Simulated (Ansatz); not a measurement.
The geometry is COD entry 2100860, unchecked; take it as a test cell. The listed cell was then made from it by scaling, straining or moving an atom.

BaTiO3: DFT, PBEsol, all-electron LAPW, scalar-relativistic (Ansatz 0.2.0). What sets it apart from a plain run of this crystal: volume scaled by 0.94.

Command: `ansatz run input.yaml --threads 2 --pin off --max-ram 8192MiB --backend cpu --events-out ev --progress --plain --runs-dir out` The run took 18 s on 2 threads of Intel(R) Xeon(R) 6975P-C (Granite Rapids) (shared host), peak memory 0.67 GiB.

```yaml
crystal:
  lattice:
    - [3.9181485176, 0.0, 0.0]
    - [0.0, 3.9181485176, 0.0]
    - [0.0, 0.0, 3.9359769848]
  atoms:
    - { symbol: Ba, position: [0.0, 0.0, 0.0] }
    - { symbol: Ti, position: [0.5, 0.5, 0.5] }
    - { symbol: O, position: [0.5, 0.5, 0.0] }
    - { symbol: O, position: [0.5, 0.0, 0.5] }
    - { symbol: O, position: [0.0, 0.5, 0.5] }
kpoints:
  mp_grid: { grid: [7, 7, 7] }
  band_path:
    path:
      - [0.0, 0.0, 0.0]
      - [0.0, 0.5, 0.0]
      - [0.5, 0.5, 0.0]
      - [0.0, 0.0, 0.0]
      - [0.0, 0.0, 0.5]
      - [0.0, 0.5, 0.5]
      - [0.5, 0.5, 0.5]
      - [0.0, 0.0, 0.5]
      - [0.0, 0.5, 0.0]
    npoints: 5
scf:
  occupations: { method: fermi_dirac, width: 0.03 }
hamiltonian:
  xc: pbesol
  pseudopotentials: { kind: all_electron, lapw: { basis_error: 0.001 } }
output:
  forces: true
  stress: true
  eigenvalues: true
```

Output (standing set-up lines are left out):

```
LAPW: plane waves up to 10.305 Å⁻¹, error target 1.0e-3 eV per atom; small_component_spin mean_spin; O in spheres of 0.912 Å, 8 of its electrons in bands, Dirac shells []; Ti in spheres of 1.047 Å, 20 of its electrons in bands, Dirac shells []; Ba in spheres of 1.135 Å, 28 of its electrons in bands, Dirac shells []
Crystal: 5 atoms, lattice volume = 60.425 Å³
Basis set: ecut = 404.6316670906085 eV, 1141 PW (Γ), exchange–correlation at level 2
Space group: P4/mmm (ITA 123), of the structure as read, at distance tolerance 3.9e-5 Å
iter 1 solved again at ethr=1.73e-2 eV; its pass at ethr=1.00e-1 eV (dr2=1.24e1 eV) is discarded
SCF iter   1: F=—  HF=-250632.647672 eV  |F-HF|=—  |Δ(HF+E_count)|=         —  Δρ=1.35e-1  dr2=1.24e1  ethr=1.73e-2  ⟨swp⟩=2.0  Hψ=11366  notcnv=0
preconditioner: auto → Resta (q_TF=auto, 2.809 Å⁻¹)  ε∞=3.4  [insulator: Δε(μ)=5.858 eV  Ē_g=19.049 eV  σ=0.030 eV  W_gap=1.00  n_scr=26 (ndim 8)  ℏωp=29.4 eV  f_vac=0.000  D(μ)=0.00/eV (n_scr^D=0)  ε∞_Penn≈3.4]
SCF iter   2: F=—  HF=-250628.723799 eV  |F-HF|=—  |Δ(HF+E_count)|=    3.92e0  Δρ=8.24e-2  dr2=5.56e0  ethr=1.73e-2  ⟨swp⟩=3.0  Hψ=6079  notcnv=0
preconditioner: auto → Kerker (q_TF=auto, 2.809 Å⁻¹)  [metal: Δε(μ)=0.033 eV  Ē_g=12.592 eV  σ=0.030 eV  W_gap=0.27  n_scr=26 (ndim 8)  ℏωp=27.0 eV  f_vac=0.000  D(μ)=2.75/eV (n_scr^D=26)]
SCF iter   3: F=—  HF=-250627.164062 eV  |F-HF|=—  |Δ(HF+E_count)|=    1.56e0  Δρ=4.84e-2  dr2=1.70e0  ethr=7.72e-3  ⟨swp⟩=3.0  Hψ=5520  notcnv=0
SCF iter   4: F=—  HF=-250626.766532 eV  |F-HF|=—  |Δ(HF+E_count)|=   3.98e-1  Δρ=2.11e-2  dr2=3.33e-1  ethr=2.36e-3  ⟨swp⟩=2.5  Hψ=5719  notcnv=0
SCF iter   5: F=—  HF=-250626.800389 eV  |F-HF|=—  |Δ(HF+E_count)|=         —  Δρ=1.61e-2  dr2=2.31e-1  ethr=4.63e-4  ⟨swp⟩=3.0  Hψ=6066  notcnv=0
the basis was enlarged: its passes take 179.5 KiB over the memory plan, 2 of 2 planned eigensolver slots
iter 6 solved again at ethr=2.83e-5 eV; its pass at ethr=3.21e-4 eV (dr2=2.04e-2 eV) is discarded
SCF iter   6: F=—  HF=-250626.724950 eV  |F-HF|=—  |Δ(HF+E_count)|=   7.54e-2  Δρ=4.48e-3  dr2=2.03e-2  ethr=2.83e-5  ⟨swp⟩=2.0  Hψ=9162  notcnv=0
SCF iter   7: F=—  HF=-250626.720004 eV  |F-HF|=—  |Δ(HF+E_count)|=   4.95e-3  Δρ=1.52e-3  dr2=3.03e-3  ethr=2.82e-5  ⟨swp⟩=2.0  Hψ=5705  notcnv=0
SCF iter   8: F=—  HF=-250626.719687 eV  |F-HF|=—  |Δ(HF+E_count)|=   3.17e-4  Δρ=1.24e-3  dr2=1.68e-3  ethr=4.21e-6  ⟨swp⟩=2.7  Hψ=5589  notcnv=0
SCF iter   9: F=—  HF=-250626.719325 eV  |F-HF|=—  |Δ(HF+E_count)|=   3.62e-4  Δρ=8.74e-4  dr2=7.61e-4  ethr=2.34e-6  ⟨swp⟩=2.5  Hψ=5520  notcnv=0
SCF iter  10: F=—  HF=-250626.719097 eV  |F-HF|=—  |Δ(HF+E_count)|=   2.28e-4  Δρ=9.24e-5  dr2=7.80e-6  ethr=1.06e-6  ⟨swp⟩=2.0  Hψ=5493  notcnv=0
SCF iter  11: F=—  HF=-250626.719093 eV  |F-HF|=—  |Δ(HF+E_count)|=   4.11e-6  Δρ=2.50e-5  dr2=4.10e-7  ethr=1.08e-8  ⟨swp⟩=2.0  Hψ=5480  notcnv=0
SCF iter  12: F=-250626.719093 eV  HF=-250626.719093 eV  |F-HF|=2.77e-8  |Δ(HF+E_count)|=   9.44e-8  Δρ=6.31e-6  dr2=2.23e-8  ethr=5.70e-10  ⟨swp⟩=2.9  Hψ=5569  notcnv=0
SCF 1 converged in 12 iterations: F = -250626.719093 eV  dr2 = 2.23e-8
NSCF: frozen V_eff on 41 k-points
SCF converged after 12 iterations
Free energy (F): -250626.719093 eV
Harris-Foulkes:  -250626.719093 eV  (|F-HF|=2.77e-8)
Internal energy: -250626.719093 eV  (E = F + TS)
E sigma→0 (E₀):  -250626.719093 eV
Fermi energy:    14.026877 eV
--- Per-component energies (eV) ---
  E_band       = -8594.765669
  E_kinetic    = 265322.270200
  E_xc         = -7110.110777
  E_electrostatic = -508838.878516  (all electrons and nuclei)
  E_smearing   = -0.000000  (= −TS)
  E_closure    = 0.000000  (closes the sum)
  E_atoms      = -250585.672184  (free atoms, spherical and without spin; not in F)
  Σ components = -250626.719093   (vs F -250626.719093, Δ=0.00e0)
  Basis errors (estimates in eV, not in F): energy 4.7e-4 per atom: plane waves 4.4e-4 (2.5e-4 summed), levels above the bands 1.0e-116, relativity 4.1e-8, radial functions 3.5e-5, core shells 6.7e-8; eigenvalues (radial functions only) 1.2e-5; not estimated: angular momenta, meshes, grids; target (lapw.basis_error) 1.0e-3; muffin-tin radii O 0.912 Å, Ti 1.047 Å, Ba 1.135 Å
--- Forces (eV/Å), atoms counted from 1 ---
  atom   1  Ba    -0.00000000     0.00000000     0.00000000
  atom   2  Ti     0.00000000     0.00000000     0.00000000
  atom   3  O     -0.00000000     0.00000000     0.00000000
  atom   4  O      0.00000000    -0.00000000     0.00000000
  atom   5  O      0.00000000    -0.00000000     0.00000000
  max |Σ_I F_I| component: 9.91e-30 eV/Å
--- Stress (GPa, compression-positive) ---
        7.153282       0.000000       0.000000
        0.000000       7.153282       0.000000
        0.000000       0.000000       6.052992
  P = ⅓ Tr σ = 6.7865 GPa (67.865 kbar)
--- Band table (eV; the first three rows and the last of 40) ---
  k-point 0: bands = ["-517.1143", "-488.9678", "-488.9678", "-488.9550", "-424.7106", "-424.7086", "-424.7086", "-220.4372", "-157.6569", "-157.6569", "-157.6569", "-66.5961", "-66.5959", "-66.5941", "-66.5941", "-66.5940", "-42.9208", "-19.3004", "-19.3004", "-19.2960", "-11.3553", "-3.7890", "-3.1485", "-3.1279", "3.4173", "3.4365", "3.4365", "10.8574", "10.8684", "10.8684", "11.8508", "11.8670", "11.8670", "13.0538", "13.0608", "13.0608", "14.9711", "14.9711", "14.9800", "17.4998", "17.5342", "18.1900", "18.2367", "21.0659"]
  k-point 1: bands = ["-517.1143", "-488.9678", "-488.9678", "-488.9550", "-424.7106", "-424.7086", "-424.7086", "-220.4372", "-157.6569", "-157.6569", "-157.6569", "-66.5961", "-66.5959", "-66.5941", "-66.5941", "-66.5940", "-42.9206", "-19.3094", "-19.2999", "-19.2999", "-11.3242", "-3.8263", "-3.1411", "-3.0930", "3.4746", "3.4746", "3.5277", "10.4916", "10.7883", "10.7883", "11.6472", "11.6472", "11.6663", "12.5264", "12.9022", "12.9022", "15.0074", "15.4141", "15.4141", "17.5411", "18.0729", "18.5797", "18.6455", "21.5670"]
  k-point 2: bands = ["-517.1143", "-488.9678", "-488.9678", "-488.9550", "-424.7106", "-424.7086", "-424.7086", "-220.4372", "-157.6569", "-157.6569", "-157.6569", "-66.5961", "-66.5959", "-66.5941", "-66.5941", "-66.5940", "-42.9200", "-19.3392", "-19.2987", "-19.2987", "-11.2526", "-3.9858", "-3.1243", "-2.9194", "3.5636", "3.5636", "3.7724", "9.6887", "10.5209", "10.5209", "11.3008", "11.3569", "11.3569", "11.6780", "12.6328", "12.6328", "15.0706", "16.2373", "16.2373", "17.5476", "19.0172", "19.4832", "19.6859", "21.8089"]
  k-point 39: bands = ["-517.1143", "-488.9678", "-488.9678", "-488.9550", "-424.7106", "-424.7086", "-424.7086", "-220.4372", "-157.6569", "-157.6569", "-157.6569", "-66.5960", "-66.5958", "-66.5941", "-66.5941", "-66.5940", "-42.9167", "-19.3627", "-19.3626", "-19.3543", "-11.0018", "-2.9233", "-2.8322", "-2.8255", "2.6046", "2.6165", "2.7499", "8.6041", "9.1402", "9.1813", "10.5536", "10.7577", "10.7839", "12.9366", "12.9491", "13.0252", "17.5886", "17.5902", "17.6108", "20.3720", "20.3871", "20.4530", "21.3584", "21.4298"]
```
